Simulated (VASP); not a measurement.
Runs of VASP 6.6.1 on As. It takes space group Pm-3m (No. 221, cubic). The conventional cell has a = 2.704 Å, b = 2.704 Å, c = 2.704 Å, α = 90.00°, β = 90.00°, γ = 90.00°. As (site symmetry m-3m) has 6 As at 2.70 Å as nearest neighbours. This isn't the form of As at room conditions, which is rhombohedral.

```tsv
level	other keys	gap on the mesh (eV)	pressure (GPa)	relaxed volume (Å³/atom)
PBEsol	IBRION = 1; ISIF = 8	none	0.0	19.49
PBEsol+D3	-	none	0.0	19.21
PBEsol+D3(BJ)	-	none	0.0	(b)
PBEsol	-	none	0.0	19.48
PBEsol+D4	-	none	0.0	(a)
```

Alike in all rows: task relaxation of cell and atoms; potentials or basis VASP PAW PBE potentials, release 64 (As); no spin polarisation; cell relaxed; k mesh 10 × 10 × 10; cutoff (eV) 600; smearing fermi-dirac 0.05 eV.

Task: Estimate the missing entries.

Result: (a) 19.03; (b) 18.78.

Caveats: the PAW data sets were made with another functional, which shifts forces and pressure a little; pairwise dispersion overbinds metals, which lowers pressure and volume (some runs).

A k mesh can miss the band edges, and the runs leave out spin-orbit coupling on As.

A gap of «none» marks a metal or a gap under the smearing width.
